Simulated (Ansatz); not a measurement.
Input deck for Ansatz 0.2.0, then the block of the output on the nuclei.

The cell is an entry of the Crystallography Open Database (COD), relaxed with PBE at fixed cell and then changed (volume scaled by 1.06, ions relaxed).

```yaml
crystal:
  lattice:
    - [1.6125176786, 0.9309875158, 6.2434291826]
    - [-1.6125176786, 0.9309875158, 6.2434291826]
    - [0.0, -1.8619750317, 6.2434291826]
  atoms:
    - { symbol: Mo, position: [-6.1285e-06, -6.1285e-06, -6.1285e-06], spin: 2.0 }
    - { symbol: S, position: [0.24829506, 0.24829506, 0.24829506] }
    - { symbol: S, position: [0.4184110685, 0.4184110685, 0.4184110685] }
magnetization:
  spin_polarized: true
kpoints:
  mp_grid: { grid: [16, 16, 16] }
scf:
  occupations: { method: fermi_dirac, width: 0.02 }
hamiltonian:
  xc: pbe
  pseudopotentials: { kind: paw }
output:
  forces: true
  stress: true
  populations: true
  efg:
    quadrupole_moments_barn: { Mo: -0.022, S: -0.0694 }
    contact_densities: true
relax:
  f_tol: 0.02
  max_steps: 60
```

```sh
ansatz run input.yaml --threads 1 --pin off --max-ram 3072MiB --backend cpu --events-out ev --progress --plain --runs-dir out
```

The run relaxes the ions first, and the block belongs to the relaxed positions.

Of the output, the block on the nuclei alone is shown; the set-up, the SCF iterations, energies, forces and stress are cut.

```
--- PAW observables at the nuclei: V_zz in 10²¹ V/m², potentials from the cell's mean, atoms counted from 1 ---
  atom   1  Mo V_zz =    -8.117467   η = 0.0000   by run symmetry: allowed   C_q = +4.3181 MHz
            electrostatic potential = -6350.180720 V   contact ρ = 595253.908944 e/Å³   contact ρ_s (e/Å³): all electrons -0.000001, valence -0.000000
  atom   2  S  V_zz =    -5.709206   η = 0.0000   by run symmetry: allowed   C_q = +9.5805 MHz
            electrostatic potential = -1635.845809 V   contact ρ = 19771.353124 e/Å³   contact ρ_s (e/Å³): all electrons -0.000000, valence -0.000000
  atom   3  S  V_zz =    -5.593807   η = 0.0000   by run symmetry: allowed   C_q = +9.3869 MHz
            electrostatic potential = -1635.843336 V   contact ρ = 19771.382332 e/Å³   contact ρ_s (e/Å³): all electrons -0.000000, valence +0.000000
```

The relaxation (4 steps) took 3.7 min of wall time (3.7 min of CPU time) and 1.3 GiB at its peak, on 1 thread of Intel Xeon Platinum 8488C (Sapphire Rapids) (x86_64; 16 cores open to the job, memory cap 3.0 GiB, no GPU), a shared host with a load of 0.4 a core.

Without spin–orbit coupling (the program notes it for Mo) the gradients can shift somewhat, as the gap is small. The start moments die out, and the run ends without spin.
